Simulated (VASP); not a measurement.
Crystal: GaSe.

```
CELL_PARAMETERS angstrom
3.74200 0.00000 0.00000
-1.87100 3.24067 0.00000
0.00000 0.00000 15.91900
ATOMIC_POSITIONS crystal
Ga 0.33333 0.66667 0.17700
Ga 0.66667 0.33333 0.67700
Ga 0.33333 0.66667 0.32300
Ga 0.66667 0.33333 0.82300
Se 0.33333 0.66667 0.60000
Se 0.66667 0.33333 0.10000
Se 0.33333 0.66667 0.90000
Se 0.66667 0.33333 0.40000
```

| Item | Value |
| --- | --- |
| Program | VASP 6.6.1 |
| Task | relaxation of cell and atoms |
| Functional | LDA |
| Potentials or basis | VASP PAW LDA potentials, release 64 (Ga_d, Se) |
| Cutoff | 600 eV |
| k mesh | 12 × 12 × 2 |
| Occupations | gaussian, width 0.03 eV |
| Spin | no spin polarisation |

At the start: pressure -1.7 GPa; volume 24.13 Å³/atom.

Q: Where does the relaxation end?

A: Over 16 steps the energy falls by 18.1 meV/atom and the volume is 23.53 Å³/atom (-2.5 %); space group P6_3/mmc (No. 194, to 0.05 Å).

The path:
```
step  energy change (eV)  largest force (eV/Å)  pressure (GPa)  volume (Å³)
   1              0.0000                1.2233           -1.67       193.04
   2             -0.0839                0.6005            1.81       186.09
   3             -0.1401                0.0780            0.32       188.77
   4             -0.1401                0.1007            0.25       188.85
   5             -0.1421                0.0510           -0.14       189.85
   6             -0.1422                0.0476           -0.12       189.91
   7             -0.1422                0.0411           -0.19       190.05
   8             -0.1429                0.0348           -0.04       189.74
   9             -0.1429                0.0385            0.01       189.72
  10             -0.1429                0.0358            0.00       189.74
  11             -0.1432                0.0326            0.00       189.63
  12             -0.1433                0.0308           -0.02       189.56
  13             -0.1437                0.0249            0.00       189.41
  14             -0.1442                0.0137           -0.02       189.12
  15             -0.1447                0.0089           -0.02       188.54
  16             -0.1448                0.0050            0.03       188.20
```

Final structure:
```
Ga Se
1.0
     3.71393    0.00000    0.00000
    -1.85697    3.21636    0.00000
     0.00000    0.00000   15.75510
Ga Se
4 4
Direct
  0.33333 0.66667 0.17364
  0.66667 0.33333 0.67364
  0.33333 0.66667 0.32636
  0.66667 0.33333 0.82636
  0.33333 0.66667 0.59964
  0.66667 0.33333 0.09964
  0.33333 0.66667 0.90036
  0.66667 0.33333 0.40036
```
